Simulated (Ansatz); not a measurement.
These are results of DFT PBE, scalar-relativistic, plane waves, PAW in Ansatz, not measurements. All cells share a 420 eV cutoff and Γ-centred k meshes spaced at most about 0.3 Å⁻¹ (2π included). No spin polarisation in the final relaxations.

Temperature and zero-point effects are left out. All come from trial cells, and lower structures may exist.

Question: Which of these relaxed structures of NaF is the lowest in energy?
1. Space group Fdd2 (No. 43), orthorhombic, a = 3.300 Å, b = 6.349 Å, c = 11.485 Å. Na is surrounded by 4 F at 2.24–2.25 Å; F has 4 Na at 2.24–2.25 Å.
2. Space group Fm-3m (No. 225), cubic, a = 4.700 Å. Na is surrounded by 6 F at 2.35 Å; around F lie 6 Na at 2.35 Å.

Answer: 2. It has the rock salt type, space group Fm-3m (No. 225); the next, 1, with space group Fdd2 (No. 43), lies 92 meV/atom higher. Counting F atoms around Na (those within 1.25 times the shortest such distance or 1.15 times the sum of covalent radii), the lowest has Na 6 and the next has Na 4.

Cells relaxed within their symmetry can be saddle points. The Fm-3m cell of NaF came from shaking the Fdd2 one. The part of the Crystallography Open Database at hand lists NaF in space group No. 225; sharing a group (Fm-3m) doesn't make a cell the listed structure. Some structure types and database cells were kept out of the candidates from the start, so a known form may be missing.
